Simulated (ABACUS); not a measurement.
## ZnS (Wurtzite-2H) under changes of volume

One of the cells (19.603 Å³/atom); the others are scaled copies at fixed shape and fractional positions:

```xyz
4
Lattice="3.8110 0.0000 0.0000 -1.9055 3.3004 0.0000 0.0000 0.0000 6.2340" Properties=species:S:1:pos:R:3 pbc="T T T"
Zn    1.9055    1.1001    3.1170
Zn    0.0000    2.2003    0.0000
S     1.9055    1.1001    5.5171
S     0.0000    2.2003    2.4001
```

| Property | Result |
| --- | --- |
| Program | ABACUS 3.10.1 |
| Functional | PBEsol |
| Potentials or basis | PseudoDojo NC SR 0.4.1 PBEsol standard |
| Cutoff | 1143 eV |
| Density cutoff | 4572 eV |
| Basis | plane waves |
| k mesh | 8 × 8 × 5 |
| Occupations | fermi-dirac, width 0.05 eV |
| Spin | no spin polarisation |

| volume (Å³/atom) | energy over the lowest point (meV/atom) | pressure (GPa) | gap on the mesh (eV) | largest force (eV/Å) |
| --- | --- | --- | --- | --- |
| 18.427 | 9.42 | 3.8 | 2.40 | 0.386 |
| 18.819 | 2.50 | 1.9 | 2.30 | 0.357 |
| 19.211 | 0.00 | 0.2 | 2.21 | 0.331 |
| 19.603 | ? | ? | ? | ? |
| 19.995 | 6.44 | -2.7 | 2.02 | 0.283 |
| 20.387 | 14.60 | -3.9 | 1.93 | 0.262 |
| 20.779 | 25.59 | -5.0 | 1.85 | 0.242 |

Task: What does the run at 19.603 Å³/atom give?

Result: Energy over the lowest point 1.45 meV/atom; pressure -1.3 GPa; gap on the mesh 2.11 eV; largest force 0.306 eV/Å.

Worked out: A Birch-Murnaghan fit of order 3 (a polynomial in V^(-2/3)) to the other rows has its minimum at 19.26 Å³/atom with B0 = V·E''(V) = 78 GPa and B' = 4.5 at fixed shape and positions, which overstates the stiffness. It gives 1.45 meV/atom at 19.603 Å³/atom, against the run's 1.45, and -dE/dV = -1.3 GPa, against -1.3. A straight line through the other rows of the gap, of slope -4.6 eV per unit of ln V (its deformation potential), gives 2.11 eV, against the run's 2.11.

Energies are extrapolated to zero smearing.
